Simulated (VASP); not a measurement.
Set up this calculation in VASP 6.6.1, as the native input.

```yaml
Task: relaxation of cell and atoms
Functional: PBE
Potentials_or_basis: VASP PAW PBE potentials, release 64 (Zn, Ga_d, O)
Cutoff: 520 eV
k_mesh: 12 × 12 × 4
Occupations: gaussian, width 0.1 eV
Spin: no spin polarisation
Further_INCAR_settings: ALGO = Normal; EDIFF = 1e-07; IBRION = 2; POTIM = 0.3; EDIFFG = -0.005; NSW = 60; ISIF = 3
```

The structure of Zn2Ga2O3 lies in POSCAR:

```
Zn2Ga2O3                                
1.0
    2.9800338260     -0.0000000000     -0.0000000000
   -1.4900169130      2.5807850001     -0.0000000000
   -0.0000000000     -0.0000000000     13.5210772013
  Zn              Ga              O             
     2     2     3
Direct
     0.3333333300000021    0.6666666699999979    0.4145216414088777
     0.6666666699999979    0.3333333300000021    0.5854783585911217
     0.3333333300000021    0.6666666699999979    0.1053107511113327
     0.6666666699999979    0.3333333300000021    0.8946892488886675
     0.6666666699999979    0.3333333300000021    0.1634173717272328
     0.3333333300000021    0.6666666699999979    0.8365826282727671
     0.0000000000000000    0.0000000000000000    0.0000000000000000
```

The cell was built by a generator and needn't be a form met in nature.

These files were run (other wordings do the same):

INCAR

```
ALGO = Normal ; EDIFF = 1E-7
EDIFFG = -0.005 ; ENCUT = 520
GGA = PE ; IBRION = 2
ISIF = 3 ; ISMEAR = 0
KPAR = 4 ; LASPH = T
LCHARG = F ; LREAL = F
LWAVE = F ; NELM = 120
NSW = 60 ; POTIM = 0.3
PREC = Accurate ; SIGMA = 0.1
```

KPOINTS

```
k-points
0
Gamma
  12 12 4
```

Potentials or basis: VASP PAW PBE potentials, release 64 (Zn, Ga_d, O).

The run is started by

```console
$ cat potpaw_PBE.64/Zn/POTCAR potpaw_PBE.64/Ga_d/POTCAR potpaw_PBE.64/O/POTCAR > POTCAR
$ mpirun -np 4 vasp_std > vasp.out
```

Results of the run:

* Relaxed volume: 15.14 Å³/atom
* Relaxed cell: a = 2.980 Å, b = 2.980 Å, c = 13.776 Å, α = 90.00°, β = 90.00°, γ = 120.00°
* Space group after relaxing (to 0.05 Å): P-3m1 (No. 164)
* Energy gained by relaxing: 0.2 meV/atom
* Ionic steps: 24
* Pressure after relaxing: 0.0 GPa
* Largest force after relaxing: 0.005 eV/Å
* Band gap on the k mesh: none (metal or under the smearing width)

Run time: 20 min on 4 MPI ranks on Intel(R) Xeon(R) Platinum 8559C (Emerald Rapids), on a shared host, peak memory 0.41 GiB a rank.
